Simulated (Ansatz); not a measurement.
# Al3HRu3: the cost of one run

Program: Ansatz 0.2.0. Level of theory: DFT PBEsol, scalar-relativistic, plane waves, PAW. These are calculated values, not measurements.

3 further runs of the same task are left out: 3 set aside as unsound or not needed.

## (1) The structure to begin with

The structure is tetragonal, space group P4mm (No. 99). Conventional cell: a = 2.976 Å, b = 2.976 Å, c = 24.441 Å, α = 90.00°, β = 90.00°, γ = 90.00°. Ru (site symmetry 4mm) is surrounded by 4 Al at 2.58 Å. Al (site symmetry 4mm) is surrounded by 8 Ru at 2.58 Å and 5 Al at 2.96 to 2.98 Å. Around Ru (site symmetry 4mm) lie 8 Al at 2.57 to 2.58 Å. Al (site symmetry 4mm) is surrounded by 8 Ru at 2.57 to 2.60 Å and 1 Al at 2.79 Å. Ru (site symmetry 4mm) has 8 Al at 2.45 to 2.60 Å as nearest neighbours. Al (site symmetry 4mm) is surrounded by 4 Ru at 2.45 Å and 1 Al at 2.79 Å.

As a file:

```cif
data_structure
_symmetry_space_group_name_H-M 'P 1'
_symmetry_Int_Tables_number 1
_cell_length_a 2.9764
_cell_length_b 2.9764
_cell_length_c 24.4410
_cell_angle_alpha 90.000
_cell_angle_beta 90.000
_cell_angle_gamma 90.000
_cell_volume 216.52
loop_
_atom_site_label
_atom_site_type_symbol
_atom_site_fract_x
_atom_site_fract_y
_atom_site_fract_z
_atom_site_occupancy
Ru1 Ru 0.50000 0.50000 0.34778 1
Al1 Al 0.00000 0.00000 0.40867 1
Ru2 Ru 0.50000 0.50000 0.46956 1
Al2 Al 0.00000 0.00000 0.52963 1
Ru3 Ru 0.50000 0.50000 0.59230 1
Al3 Al 0.00000 0.00000 0.64368 1
```

Planes are indexed in the bulk's conventional cell (Pm-3m (No. 221)), a = 2.976 Å, b = 2.976 Å, c = 2.976 Å, α = 90.00°, β = 90.00°, γ = 90.00°.

This (100) slab, 7.4 Å thick as cut, with 17 Å of vacuum; its outer planes are Al (top) and Ru (bottom), was relaxed beforehand with its lower half held: -19023.6046 eV, work function 3.22 eV (top face), 4.44 eV (bottom face), dipole along +c 0.060 e·Å per cell.

## (2) Height changed by +0.30 Å

The adatom is now moved up and down over its best place, with everything held.

The cell repeats along c, and a dipole correction in the vacuum removes the field between the copies.

The input, input.yaml:

```yaml
crystal:
  lattice:
    - [2.9764078228, 0.0, 0.0]
    - [0.0, 2.9764078228, 0.0]
    - [0.0, 0.0, 26.4410195571]
  atoms:
    - { symbol: Ru, position: [0.5, 0.5, 0.3214702059] }
    - { symbol: Al, position: [0.0, 0.0, 0.3777541139] }
    - { symbol: Ru, position: [0.5, 0.5, 0.4340380218] }
    - { symbol: Al, position: [0.0, 0.0, 0.4895652445] }
    - { symbol: Ru, position: [0.5, 0.5, 0.5475026899] }
    - { symbol: Al, position: [0.0, 0.0, 0.594989304] }
    - { symbol: H, position: [0.0, 0.0, 0.667702449] }
basis:
  ecutwfc: 420
kpoints:
  mp_grid: { grid: [10, 10, 1] }
hamiltonian:
  xc: pbesol
scf:
  occupations: { method: gaussian, width: 0.1 }
output:
  forces: true
  stress: true
  eigenvalues: true
  write_density: true
  write_potential: true
  elf: true
  volumetric_format: npy
efield:
  axis: 3
  dipole_correction: true
  ramp_width: 0.04
```

On the command line:

```sh
$ ansatz run input.yaml --threads 1 --pin off --max-ram 2560MiB --backend cpu --events-out ev --progress --plain --runs-dir out
```

**Question.** How long does this run take on 1 thread of Intel Xeon at 2.50GHz (Skylake/Cascade Lake), shared host, and how much memory does it need?

About 59 s, with a peak of 0.46 GiB.
